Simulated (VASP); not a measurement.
# Settings for Ag: density of states

Ag, Fm-3m (no. 225), 1 atom in the cell. RPBE; PAW potentials Ag (PBE set). VASP 6.6.1.

Wanted: density of states by 0.5 eV bins within 20 %; centre of the states within 12 eV below the valence top within 0.1 eV; states at the Fermi level within 20 %.

What the run is for: density of states; Accuracy asked: screening; k mesh of the density: 13 × 13 × 13.

POSCAR:
```
Ag
1.0
    0.0000000000      2.0427500000      2.0427500000
    2.0427500000      0.0000000000      2.0427500000
    2.0427500000      2.0427500000      0.0000000000
Ag
1
Direct
    0.0000000000      0.0000000000      0.0000000000
```

The series start from Plane-wave cutoff (eV): 290; k-point mesh: 15 × 15 × 15; Energy points (NEDOS): 2001; Occupations for the DOS: ISMEAR=-5; Electronic threshold (eV): 1e-6; Precision mode (PREC): Accurate. Each series keeps the choices made before it, and each single choice may use up half of a tolerance. Times cover all steps of a run.

## Plane-wave cutoff (eV)

| Plane-wave cutoff (eV) | Density of states by 0.5 eV bins, largest deviation against the largest value | Centre of the states within 12 eV below the valence top (eV) | States at the Fermi level (states/eV/atom) | Time (s) |
|---|---|---|---|---|
| 200 | 18 % | -4.54 | 0.2678 | 12 |
| 250 | 0.41 % | -4.43 | 0.2722 | 15 |
| 290 | 1.6 % | -4.42 | 0.2724 | 17 |
| 320 | 0.97 % | -4.42 | 0.2723 | 22 |
| 400 | 0.019 % | -4.43 | 0.2721 | 29 |
| 500 (reference) | 0 % | -4.43 | 0.2722 | 50 |

Chosen: 250, the loosest value from which every tighter one stays within half of the tolerance.

## k-point mesh

| k-point mesh | Density of states by 0.5 eV bins, largest deviation against the largest value | Centre of the states within 12 eV below the valence top (eV) | States at the Fermi level (states/eV/atom) | Time (s) |
|---|---|---|---|---|
| 6 × 6 × 6 | 12 % | -4.48 | 0.3338 | 13 |
| 8 × 8 × 8 | 7.5 % | -4.45 | 0.2981 | 13 |
| 10 × 10 × 10 | 6.4 % | -4.44 | 0.2727 | 16 |
| 13 × 13 × 13 | 4.5 % | -4.44 | 0.2698 | 17 |
| 15 × 15 × 15 | 3.3 % | -4.43 | 0.2722 | 15 |
| 18 × 18 × 18 | 1.8 % | -4.42 | 0.2676 | 24 |
| 23 × 23 × 23 | 0.38 % | -4.42 | 0.2674 | 39 |
| 27 × 27 × 27 (reference) | 0 % | -4.42 | 0.2662 | 48 |

Chosen: 10 × 10 × 10.

## Energy points (NEDOS)

| Energy points (NEDOS) | Density of states by 0.5 eV bins, largest deviation against the largest value | Centre of the states within 12 eV below the valence top (eV) | States at the Fermi level (states/eV/atom) | Time (s) |
|---|---|---|---|---|
| 301 | 5.9 % | -4.43 | 0.2733 | 15 |
| 501 | 1.6 % | -4.45 | 0.273 | 15 |
| 1001 | 1 % | -4.44 | 0.2728 | 17 |
| 2001 | 0.99 % | -4.44 | 0.2727 | 16 |
| 4001 (reference) | 0 % | -4.44 | 0.2731 | 15 |

Chosen: 301.

## Occupations for the DOS

| Occupations for the DOS | Density of states by 0.5 eV bins, largest deviation against the largest value | Centre of the states within 12 eV below the valence top (eV) | States at the Fermi level (states/eV/atom) | Time (s) |
|---|---|---|---|---|
| ISMEAR=-5 | 0 % | -4.43 | 0.2733 | 15 |
| ISMEAR=-4 | 0 % | -4.43 | 0.2733 | 16 |
| ISMEAR=0 SIGMA=0.05 | 14 % | -4.35 | 0.231 | 15 |
| ISMEAR=0 SIGMA=0.1 | 22 % | -4.31 | 0.2031 | 16 |
| ISMEAR=-15 SIGMA=0.025 | 0.11 % | -4.43 | 0.2732 | 17 |
| ISMEAR=1 SIGMA=0.1 | 15 % | -4.34 | 0.242 | 16 |

Chosen: ISMEAR=-5; no other choice that stays within half of the tolerance saves 30 % of the time.

## Electronic threshold (eV)

| Electronic threshold (eV) | Density of states by 0.5 eV bins, largest deviation against the largest value | Centre of the states within 12 eV below the valence top (eV) | States at the Fermi level (states/eV/atom) | Time (s) |
|---|---|---|---|---|
| 0.001 | 11 % | -4.41 | 0.2733 | 14 |
| 0.0001 | 11 % | -4.41 | 0.2733 | 13 |
| 1e-5 | 0.07 % | -4.43 | 0.2733 | 14 |
| 1e-6 (reference) | 0 % | -4.43 | 0.2733 | 15 |

Chosen: 1e-5.

## Precision mode (PREC)

| Precision mode (PREC) | Density of states by 0.5 eV bins, largest deviation against the largest value | Centre of the states within 12 eV below the valence top (eV) | States at the Fermi level (states/eV/atom) | Time (s) |
|---|---|---|---|---|
| Normal | 0.75 % | -4.43 | 0.2733 | 9.2 |
| Accurate (reference) | 0 % | -4.43 | 0.2733 | 14 |

Chosen: Normal.

## All choices together

| Input | Density of states by 0.5 eV bins, largest deviation against the largest value | Centre of the states within 12 eV below the valence top (eV) | States at the Fermi level (states/eV/atom) | Time (s) |
|---|---|---|---|---|
| defaults for smearing, thresholds and mesh (naive) | 57 % | -4.17 | 0.8765 | 8.9 |
| chosen settings | 6 % | -4.43 | 0.2733 | 9.2 |
| reference settings throughout | 0 % | -4.41 | 0.2662 | 152 |

The tolerance is met.

## The input

INCAR.step1:
```
SYSTEM = Ag
  GGA = RP
  ISMEAR = 1
  SIGMA = 0.1
  LWAVE = .False.
  LCHARG = .True.
  NBANDS = 20
  PREC = Normal
  LASPH = .True.
  LREAL = .False.
  ALGO = Normal
  EDIFF = 1E-5
  NELM = 120
  GGA_COMPAT = .False.
  ENCUT = 250
  LMAXMIX = 4
```

INCAR.step2, as INCAR.step1 but for:
```
- ISMEAR = 1
- SIGMA = 0.1
- LCHARG = .True.
+ ISMEAR = -5
+ LCHARG = .False.
+ NEDOS = 301
+ LORBIT = 11
+ EMIN = -5.194
+ EMAX = 16.806
+ ICHARG = 11
```

KPOINTS.step1:
```
k-points
0
Gamma
  13 13 13
```

KPOINTS.step2:
```
Automatic mesh
0
Gamma
  10 10 10
  0 0 0
```

Commands (each step's output is kept before the next begins):
```
cat potpaw_PBE.64/Ag/POTCAR > POTCAR
cp INCAR.step1 INCAR
cp KPOINTS.step1 KPOINTS
mpirun -np 1 vasp_std > vasp.out
cp INCAR.step2 INCAR
cp KPOINTS.step2 KPOINTS
mpirun -np 1 vasp_std > vasp.out
```

The chosen input took VASP 6.6.1 9.2 s on 1 core (AMD EPYC 7R43 (Zen 3)), a shared host.
